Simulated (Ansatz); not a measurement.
## Equation of state of F

```yaml
crystal:
  lattice:
    - [2.19408, 0.00000, 0.00000]
    - [0.00000, 2.19408, 0.00000]
    - [0.00000, 0.00000, 2.19408]
  atoms:
    - { symbol: F, position: [0.00000, 0.00000, 0.00000] }
```

The structure comes from a relaxation in the same program, started in the sc type, and has space group Pm-3m. Whether it is a known phase or the ground state wasn't checked.

All numbers are computed: DFT, PBE, all-electron LAPW, scalar-relativistic (Ansatz 0.2.0); DFT, PBE, PAW with Ansatz's default frozen-core files, scalar-relativistic (Ansatz 0.2.0).

For LAPW: a Γ-centred 15×15×15 k mesh, Fermi–Dirac smearing of 0.08 eV, basis error target 0.25 meV/atom, no spin polarisation. PAW takes a cutoff of 420 eV at this cell. The Ansatz runs share mesh, smearing and spin set-up. Plane-wave (PAW) pressures include the program's estimate of the Pulay term.

The cell above is scaled evenly, with fractional coordinates and shape held.

Question: Estimate the equilibrium volume and bulk modulus that all-electron LAPW gives for this fixed shape.

Answer: V0 = 10.55 Å³/atom, B0 = 61 GPa, B0′ = 5.5, from a third-order Birch–Murnaghan fit to these pressures:
```json
{"V/V(cell)": "0.9405", "V (Å³/atom)": "9.934", "P, LAPW (GPa)": "4.29", "P, PAW (GPa)": "4.35"}
{"V/V(cell)": "0.9800", "V (Å³/atom)": "10.351", "P, LAPW (GPa)": "1.21", "P, PAW (GPa)": "1.27"}
{"V/V(cell)": "1.0000", "V (Å³/atom)": "10.562", "P, LAPW (GPa)": "-0.08", "P, PAW (GPa)": "-0.01"}
{"V/V(cell)": "1.0200", "V (Å³/atom)": "10.773", "P, LAPW (GPa)": "-1.21", "P, PAW (GPa)": "-1.14"}
{"V/V(cell)": "1.0600", "V (Å³/atom)": "11.196", "P, LAPW (GPa)": "-3.06", "P, PAW (GPa)": "-3.01"}
```

PAW's V0 lies 0.11 % from the all-electron value and its B0 -0.5 %. Symmetry fixes shape and coordinates here, so this is the relaxed modulus.
